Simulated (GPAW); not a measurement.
Runs of GPAW 26.7.0 on TiO. Symmetry: F-43m, No. 216, cubic system. The conventional cell has a = 4.939 Å, b = 4.939 Å, c = 4.939 Å, α = 90.00°, β = 90.00°, γ = 90.00°. Ti (site symmetry -43m) is surrounded by 4 O at 2.14 Å. O (site symmetry -43m) is surrounded by 4 Ti at 2.14 Å. The cell comes from a database or a generator and needn't be the stable form of this composition.

```tsv
level	potentials or basis	spin	U	fixed moment (μB)	gap on the mesh (eV)	pressure (GPa)	moment (μB)
LDA+U	the program's PAW data sets (release 1.2.1) made for this functional, pw	collinear, random start	Ti d U = 5 eV	-	(a)	-25.8	0.00
PBEsol+U	PAW data sets generated in the run's folder for this functional, pw	collinear, ferromagnetic start	Ti d U = 4 eV	4.0	-	15.7	4.00
PBEsol+U	PAW data sets generated in the run's folder for this functional, pw	collinear, ferromagnetic start	Ti d U = 4 eV	-	none	-22.3	0.90
PBEsol	PAW data sets generated in the run's folder for this functional, pw	collinear, random start	-	-	none	(b)	0.54
```

Alike in all rows: task single point; cell as given; k mesh 7 × 7 × 7; cutoff (eV) 800; smearing gaussian 0.05 eV.

Question: Estimate the missing entries.

Answer: (a) 0.10; (b) -25.2.

Caveats: an odd mesh through Γ misses points on the zone boundary, where band edges often lie (some runs); the total moment is fixed, so each spin has its own Fermi level (some runs); so large a pressure means that the cell lies far from this level's equilibrium, or that cutoff or potentials fall short (some runs); semilocal functionals often make such compounds metallic where correlation or magnetic order opens a gap, which also shifts bond lengths (some runs).

A gap of «none» marks a metal or a gap under the smearing width.
